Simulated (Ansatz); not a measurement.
**TaS2 under compression and expansion**

```cif
data_structure
_symmetry_space_group_name_H-M 'P 1'
_symmetry_Int_Tables_number 1
_cell_length_a 3.3500
_cell_length_b 3.3500
_cell_length_c 5.8600
_cell_angle_alpha 90.000
_cell_angle_beta 90.000
_cell_angle_gamma 120.000
_cell_volume 56.95
loop_
_atom_site_label
_atom_site_type_symbol
_atom_site_fract_x
_atom_site_fract_y
_atom_site_fract_z
_atom_site_occupancy
Ta1 Ta 0.00000 0.00000 0.00000 1
S1 S 0.33333 0.66667 0.25000 1
S2 S 0.66667 0.33333 0.75000 1
```

The runs use the primitive cell with vectors (3.350, 0.000, 0.000), (-1.675, 2.901, 0.000), (0.000, 0.000, 5.860) Å, to which the k mesh refers.

The cell comes from COD entry 1537360, which wasn't checked; take it as a given geometry. It differs from other determinations.

Spin polarisation is left out, and whether a magnetic state lies lower isn't shown here.

Spin–orbit coupling is left out, though it moves levels of the heavy atoms by tenths of an eV or more.

Levels of theory: DFT, LDA, all-electron LAPW, scalar-relativistic (Ansatz 0.2.0); DFT, LDA, PAW with Ansatz's default frozen-core files, scalar-relativistic (Ansatz 0.2.0).

For LAPW: a Γ-centred 9×9×5 k mesh, Fermi–Dirac smearing of 0.03 eV, basis error target 1 meV/atom, no spin polarisation. PAW takes a cutoff of 420 eV at this cell (files made with PBE, cores remade for this functional). The Ansatz runs share mesh, smearing and spin set-up. Plane-wave (PAW) pressures include the program's estimate of the Pulay term.

The cell above is scaled evenly, with fractional coordinates and shape held.

Task: Estimate the equilibrium volume and bulk modulus that full-potential LAPW gives for this fixed shape.

Result: V0 = 19.17 Å³/atom, B0 = 138 GPa, B0′ = 4.1, from a third-order Birch–Murnaghan fit to these pressures:
| V/V(cell) | V (Å³/atom) | P, LAPW (GPa) | P, PAW (GPa) |
| --- | --- | --- | --- |
| 0.9400 | 17.845 | 11.47 | 11.61 |
| 0.9600 | 18.225 | 7.76 | 7.86 |
| 0.9800 | 18.605 | 4.42 | 4.48 |
| 0.9900 | 18.795 | 2.87 | 2.92 |
| 1.0000 | 18.984 | 1.39 | 1.43 |
| 1.0100 | 19.174 | -0.01 | 0.02 |
| 1.0200 | 19.364 | -1.34 | -1.33 |
| 1.0400 | 19.744 | -3.81 | -3.81 |
| 1.0600 | 20.123 | -6.03 | -6.06 |

PAW's V0 lies 0.02 % from the all-electron value and its B0 0.8 %. With shape and internal coordinates held, B0 is an upper bound to the relaxed modulus.
